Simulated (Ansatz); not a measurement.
# Al (Fm-3m) in Ansatz: settings compared

One crystal, Al, is run at these levels: RPBE, revPBE+D3(BJ); tasks: single point, electrostatic potential.

All numbers are computed with Ansatz 0.2.0; they aren't measurements. Logs are shortened: lines on timing, memory, paths and dates and some standing lists are left out, and cuts for length are marked.

## 1. The crystal as given

Symmetry: Fm-3m, No. 225, cubic system. The conventional cell has a = 4.050 Å, b = 4.050 Å, c = 4.050 Å, α = 90.00°, β = 90.00°, γ = 90.00°. Al (site symmetry m-3m) has 12 Al at 2.86 Å as nearest neighbours.

## 2. Single point, RPBE

input.yaml

```yaml
crystal:
  lattice:
    - [0.0, 2.024805, 2.024805]
    - [2.024805, 0.0, 2.024805]
    - [2.024805, 2.024805, 0.0]
  atoms:
    - { symbol: Al, position: [0.0, 0.0, 0.0] }
hamiltonian:
  xc: rpbe
  pseudopotentials: { kind: paw }
kpoints:
  mp_grid: { grid: [11, 11, 11] }
scf:
  occupations: { method: gaussian, width: 0.02 }
output:
  forces: true
  stress: true
  eigenvalues: true
  write_density: true
  write_potential: true
  elf: true
  volumetric_format: npy
```

Potentials or basis: Ansatz PAW.

Started as:

```console
$ ansatz run input.yaml --threads 2 --pin off --max-ram 5632MiB --backend cpu --events-out ev --progress --plain --runs-dir out
```

Output:

```text
Warning: RAYON_NUM_THREADS=2 ignored (pool sized by the plan → 2); use --threads N
Engine: ansatz 0.2.0, aarch64-unknown-linux-gnu
Pseudopotentials: kind: paw
Pseudopotential: Al, paw, valence charge 3, recommended cutoff 420 eV (normal), Al.paw.azcp
Functional definition: RPBE
  parameter kappa = 0.804
  parameter beta = 0.06672455060314922
  exchange = rpbe_x(kappa = kappa, mu = beta*pi^2/3)
  correlation = pbe_c(beta = beta)
Crystal: 1 atoms, lattice volume = 16.603 Å³
Basis set: ecut = 420 eV, 331 PW (Γ), exchange–correlation on 40×40×40 points (8 copies of the dense FFT grid, shifted against one another)
Bands: 6, of which v1, the nominal top of the filled ones, is band 2 counted from 1 (1 counted from 0)
Symmetry: 48 space group operations
Space group: Fm-3m (ITA 225), of the structure as read, at distance tolerance 2.6e-5 Å
k-points: 56 of 1331
Non-local potential: Al, projectors of the file, l = 0: 2, l = 1: 2, l = 2: 1
PAW form: soft (Blöchl's): semilocal exchange-correlation on the pseudo side does not see the compensation charge
PAW frozen core: Al, regenerated for the run's functional, and the local potential with it (the file was generated under x = pbe(κ = 0.804, μ = 0.2195149727645171), c = pbe(β = 0.06672455060314922))
PAW one-centre angular grid: Al, 110 points (default); XC on 64 Gauss nodes
Initial density: superposition of atomic densities (neutral atoms: chi_scale 0, normalization atom), corrected by the library's trained network
Initial wavefunctions: pseudopotential atomic-orbital guess
Functional: x = rpbe, c = pbe(β = 0.06672455060314922)
SCF iter   1: F=—  HF=-540.449103 eV  |F-HF|=—  |Δ(HF+E_count)|=         —  Δρ=1.87e-3  dr2=5.94e-4  ethr=1.77e-3  ⟨swp⟩=4.8  Hψ=2961  notcnv=0
preconditioner: auto → none  [insulator: Δε(μ)=0.039 eV  Ē_g=13.195 eV  σ=0.020 eV  W_gap=0.79  n_scr=0 (ndim 8)  ℏωp=15.8 eV  f_vac=0.000  D(μ)=1.50/eV (n_scr^D=14)  ε∞_Penn≈2.4]
SCF iter   2: F=—  HF=-540.448948 eV  |F-HF|=—  |Δ(HF+E_count)|=   1.55e-4  Δρ=8.80e-4  dr2=1.30e-4  ethr=1.98e-5  ⟨swp⟩=1.6  Hψ=831  notcnv=0  defer=19
SCF iter   3: F=—  HF=-540.448915 eV  |F-HF|=—  |Δ(HF+E_count)|=   3.27e-5  Δρ=2.20e-5  dr2=7.85e-8  ethr=4.35e-6  ⟨swp⟩=2.0  Hψ=383  notcnv=0  defer=19
SCF iter   4: F=—  HF=-540.448950 eV  |F-HF|=—  |Δ(HF+E_count)|=   3.50e-5  Δρ=4.17e-6  dr2=1.65e-9  ethr=2.62e-9  ⟨swp⟩=2.1  Hψ=387  notcnv=0  defer=19
iter 5 did not close the SCF: its close was put off for the readings that it lacked (scf_convergence_deferred on its scf_iter line)
SCF iter   5: F=-540.448950 eV  HF=-540.448950 eV  |F-HF|=7.50e-12  |Δ(HF+E_count)|=   2.45e-9  Δρ=2.26e-7  dr2=3.95e-12  ethr=5.49e-11  ⟨swp⟩=1.1  Hψ=310  notcnv=0  defer=19
SCF iter   6: F=-540.448950 eV  HF=-540.448950 eV  |F-HF|=2.27e-13  |Δ(HF+E_count)|=  1.19e-11  Δρ=2.66e-8  dr2=4.07e-14  ethr=1.00e-12  ⟨swp⟩=4.4  Hψ=1361  notcnv=0
SCF 1 converged in 6 iterations: F = -540.448950 eV  dr2 = 4.07e-14
SCF converged after 6 iterations
Free energy (F): -540.448950 eV
Harris-Foulkes:  -540.448950 eV  (|F-HF|=2.27e-13)
Internal energy: -540.448634 eV  (E = F + TS)
E sigma→0 (E₀):  -540.448792 eV
Entropy (-TS):   -0.000316 eV (-0.316 meV/atom)
Fermi energy:    8.000472 eV
--- Per-component energies (eV) ---
  E_band       = 10.708708
  E_kinetic    = 22.656132
  E_local      = 10.092956  (includes V_loc(G=0)·N_el)
  E_nonlocal   = 9.945689
  E_hartree    = 0.103912
  E_xc         = -39.798847
  E_vxc        = -28.789441  (∫ρ·V_xc dr)
  E_paw        = -470.068161  (= ΣΔE_a)
  E_vpaw       = -3.404450  (= ΣTr[D̂ρ^β])
  E_aug_tail   = -0.000001  (compensation charges beyond the density's cutoff)
  E_ewald      = -73.363052
  E_core_change = -0.017261  (= ΣΔE_core)
  E_smearing   = -0.000316  (= −TS)
  E_closure    = 0.000000  (closes the sum)
  Σ components = -540.448950   (vs F -540.448950, Δ=0.00e0)
--- Forces (eV/Å), atoms counted from 1 ---
  atom   1  Al    -0.00000000    -0.00000000     0.00000000
  max |Σ_I F_I| component: 3.08e-32 eV/Å
--- Stress (GPa, compression-positive) ---
        0.942324      -0.000000      -0.000000
       -0.000000       0.942324      -0.000000
       -0.000000       0.000000       0.942324
  P = ⅓ Tr σ = 0.9423 GPa (9.423 kbar)
--- Band table (eV; the first three rows and the last of 56) ---
  k-point 0: bands = ["-3.1109", "20.4938", "20.4938", "20.4938", "22.1249", "22.1249"]
  k-point 1: bands = ["-2.8873", "17.6324", "19.8970", "19.8970", "22.7278", "23.0619"]
  k-point 2: bands = ["-2.2185", "13.9995", "19.1872", "19.1872", "22.4721", "23.8431"]
  k-point 55: bands = ["6.5857", "6.8373", "8.2660", "10.1712", "21.8520", "24.7243"]
```

Run time: 0.5 s. Hardware: 2 threads of Arm Neoverse V1, shared host; peak memory 0.24 GiB.

What came out:

* Free energy: -540.4489 eV
* Pressure: 0.9 GPa
* Band gap on the k mesh: none (metal or under the smearing width)

Caveat: the PAW data sets come from PBE, with cores solved anew for the run's functional, which leaves a small shift of forces and pressure.

## 3. Single point, RPBE

Edit input.yaml of step 2 so:

```diff
@@ -13,3 +13,3 @@
 scf:
-  occupations: { method: gaussian, width: 0.02 }
+  occupations: { method: gaussian, width: 0.05 }
 output:
@@ -18,5 +18 @@
   eigenvalues: true
-  write_density: true
-  write_potential: true
-  elf: true
-  volumetric_format: npy
```

Potentials or basis: Ansatz PAW.

Started as:

```console
$ ansatz run input.yaml --threads 2 --pin off --max-ram 5632MiB --backend cpu --events-out ev --progress --plain --runs-dir out
```

It took 0.39 s on 2 threads of Arm Neoverse V1, shared host; peak memory 0.24 GiB.

The run converged. Its results:

```
Free energy            : -540.4496 eV
Pressure               : 1.0 GPa
Band gap on the k mesh : none (metal or under the smearing width)
```

Levels at points of the mesh, in eV from the Fermi level:
```tsv
k point	band 1	band 2	band 3	band 4
(0.00, 0.00, 0.00)	-11.11	12.50	12.50	12.50
```

Caveat: the PAW data sets come from PBE, with cores solved anew for the run's functional, which leaves a small shift of forces and pressure.

## 4. Electrostatic potential, revPBE+D3(BJ)

Edit input.yaml of step 3 so:

```diff
@@ -8,4 +8,5 @@
 hamiltonian:
-  xc: rpbe
+  xc: revpbe
   pseudopotentials: { kind: paw }
+  dispersion: d3bj
 kpoints:
@@ -13,3 +14,3 @@
 scf:
-  occupations: { method: gaussian, width: 0.05 }
+  occupations: { method: methfessel_paxton, width: 0.2 }
 output:
@@ -18 +19,5 @@
   eigenvalues: true
+  write_density: true
+  write_potential: true
+  elf: true
+  volumetric_format: npy
```

Potentials or basis: Ansatz PAW.

Started as:

```console
$ ansatz run input.yaml --threads 2 --pin off --max-ram 5632MiB --backend cpu --events-out ev --progress --plain --runs-dir out
```

Output:

```text
Warning: RAYON_NUM_THREADS=2 ignored (pool sized by the plan → 2); use --threads N
[... 3 set-up lines as earlier in the session ...]
Functional definition: revPBE
  parameter kappa = 1.245
[... 1 set-up line as earlier in the session ...]
  exchange = pbe_x(kappa = kappa, mu = beta*pi^2/3)
[... 1 set-up line as earlier in the session ...]
Crystal: 1 atoms, lattice volume = 16.603 Å³
Basis set: ecut = 420 eV, 331 PW (Γ), exchange–correlation on 40×40×40 points (8 copies of the dense FFT grid, shifted against one another)
Bands: 6, of which v1, the nominal top of the filled ones, is band 2 counted from 1 (1 counted from 0)
[... 2 set-up lines as earlier in the session ...]
k-points: 56 of 1331
[... 6 set-up lines as earlier in the session ...]
Functional: x = revpbe(κ = 1.245, μ = 0.2195149727645171), c = pbe(β = 0.06672455060314922)
SCF iter   1: F=—  HF=-540.264813 eV  |F-HF|=—  |Δ(HF+E_count)|=         —  Δρ=1.39e-3  dr2=3.08e-4  ethr=1.77e-3  ⟨swp⟩=4.5  Hψ=2733  notcnv=0
preconditioner: auto → none  [metal: Δε(μ)=0.037 eV  Ē_g=13.186 eV  σ=0.200 eV  W_gap=0.15  n_scr=0 (ndim 8)  ℏωp=15.8 eV  f_vac=0.000  D(μ)=0.45/eV (n_scr^D=0)]
SCF iter   2: F=—  HF=-540.264733 eV  |F-HF|=—  |Δ(HF+E_count)|=   7.98e-5  S|Δr|=    0.00e0  Δρ=6.63e-4  dr2=6.93e-5  ethr=1.03e-5  ⟨swp⟩=1.3  Hψ=802  notcnv=0
SCF iter   3: F=—  HF=-540.264750 eV  |F-HF|=—  |Δ(HF+E_count)|=   1.67e-5  S|Δr|=    0.00e0  Δρ=2.27e-5  dr2=9.01e-8  ethr=3.33e-9  ⟨swp⟩=7.0  Hψ=2241  notcnv=0
SCF iter   4: F=-540.264750 eV  HF=-540.264750 eV  |F-HF|=3.69e-9  |Δ(HF+E_count)|=   1.56e-8  S|Δr|=    0.00e0  Δρ=7.71e-6  dr2=7.76e-9  ethr=3.00e-9  ⟨swp⟩=4.9  Hψ=1109  notcnv=0
SCF 1 converged in 4 iterations: F = -540.264750 eV  dr2 = 7.76e-9
SCF converged after 4 iterations
Stability not checked: this state was not tested for a lower state beside it, because cold or Methfessel-Paxton smearing, or corrected tetrahedra, fill the levels in a way that the test cannot read (fill_not_monotonic; see scf.lower_state_search)
Free energy (F): -540.264750 eV
Harris-Foulkes:  -540.264750 eV  (|F-HF|=3.69e-9)
Internal energy: -540.263851 eV  (E = F + TS)
E sigma→0 (E₀):  -540.264525 eV
Entropy (-TS):   -0.000899 eV (-0.899 meV/atom)
Fermi energy:    7.958431 eV
--- Per-component energies (eV) ---
  E_band       = 10.646966
  E_kinetic    = 22.662896
  E_local      = 10.017843  (includes V_loc(G=0)·N_el)
  E_nonlocal   = 10.028577
  E_hartree    = 0.104677
  E_xc         = -39.769746
  E_vxc        = -28.823209  (∫ρ·V_xc dr)
  E_paw        = -469.295882  (= ΣΔE_a)
  E_vpaw       = -3.448444  (= ΣTr[D̂ρ^β])
  E_aug_tail   = -0.000002  (compensation charges beyond the density's cutoff)
  E_ewald      = -73.363052
  E_disp       = -0.634802  (pairwise vdW)
  E_core_change = -0.014361  (= ΣΔE_core)
  E_smearing   = -0.000899  (= −TS)
  E_closure    = 0.000000  (closes the sum)
  Σ components = -540.264750   (vs F -540.264750, Δ=0.00e0)
--- Forces (eV/Å), atoms counted from 1 ---
  atom   1  Al    -0.00000000    -0.00000000     0.00000000
  max |Σ_I F_I| component: 3.85e-33 eV/Å
--- Stress (GPa, compression-positive) ---
       -5.698050      -0.000000       0.000000
        0.000000      -5.698050       0.000000
       -0.000000       0.000000      -5.698050
  P = ⅓ Tr σ = -5.6980 GPa (-56.980 kbar)
--- Band table (eV; the first three rows and the last of 56) ---
  k-point 0: bands = ["-3.1305", "20.4678", "20.4678", "20.4678", "22.0801", "22.0801"]
  k-point 1: bands = ["-2.9069", "17.6063", "19.8676", "19.8676", "22.6953", "23.0192"]
  k-point 2: bands = ["-2.2382", "13.9755", "19.1566", "19.1566", "22.4449", "23.8009"]
  k-point 55: bands = ["6.5665", "6.8189", "8.2418", "10.1415", "21.8218", "24.6845"]
```

v_z.tsv:

```text
# z_ang	v_es[eV]	v_tot[eV]
# format = ansatz-planar-average/11
# xc	revpbe
# density_cutoff_ev	1680
# datasets	Al=:simpson_from_first_knot:soft:shift=656003
# lattice	0.000000000	2.024805000	2.024805000
# lattice	2.024805000	0.000000000	2.024805000
# lattice	2.024805000	2.024805000	0.000000000
# sites	1
# site	13	0.000000000	0.000000000	0.000000000
0.000000	5.531643e-1	-1.059947e1
0.143175	5.963886e-1	-1.048641e1
0.286351	7.358470e-1	-1.012927e1
0.429526	1.024479e0	-9.482142e0
0.572701	1.579974e0	-8.457583e0
0.715877	2.520217e0	-7.076139e0
[... 12 lines left out ...]
2.577156	7.358470e-1	-1.012927e1
2.720331	5.963886e-1	-1.048641e1
```

It took 0.48 s on 2 threads of Arm Neoverse V1, shared host; peak memory 0.24 GiB.

What came out:

```yaml
Free_energy: -540.2647 eV
Pressure: -5.7 GPa
Band_gap_on_the_k_mesh: none (metal or under the smearing width)
```

Levels at points of the mesh, in eV from the Fermi level:
```
           k point  band 1  band 2  band 3  band 4  band 5
(0.00, 0.00, 0.00)  -11.09   12.51   12.51   12.51   14.12
```

Caveat: pairwise dispersion overbinds metals, which lowers pressure and volume; the PAW data sets come from PBE, with cores solved anew for the run's functional, which leaves a small shift of forces and pressure.

## 5. Summary

| task | level | smearing | gap on the mesh (eV) | pressure (GPa) |
| --- | --- | --- | --- | --- |
| single point | RPBE | gaussian 0.02 eV | none | 0.9 |
| single point | RPBE | gaussian 0.05 eV | none | 1.0 |
| electrostatic potential | revPBE+D3(BJ) | methfessel-paxton 0.2 eV | none | -5.7 |

Alike in all rows: potentials or basis Ansatz PAW; no spin polarisation; cell as given; k mesh 11 × 11 × 11; cutoff (eV) 420.

Every run on the cell as given and a fine mesh finds a metal. The pressure there spans -5.7 GPa (revPBE+D3(BJ)) to 1.0 GPa (RPBE); a positive pressure means that this level wants a larger cell, a negative one a smaller.

Caveats: the PAW data sets come from PBE, with cores solved anew for the run's functional, which leaves a small shift of forces and pressure; pairwise dispersion overbinds metals, which lowers pressure and volume (some runs).

Absolute energies hang on the potentials; compare differences alone.
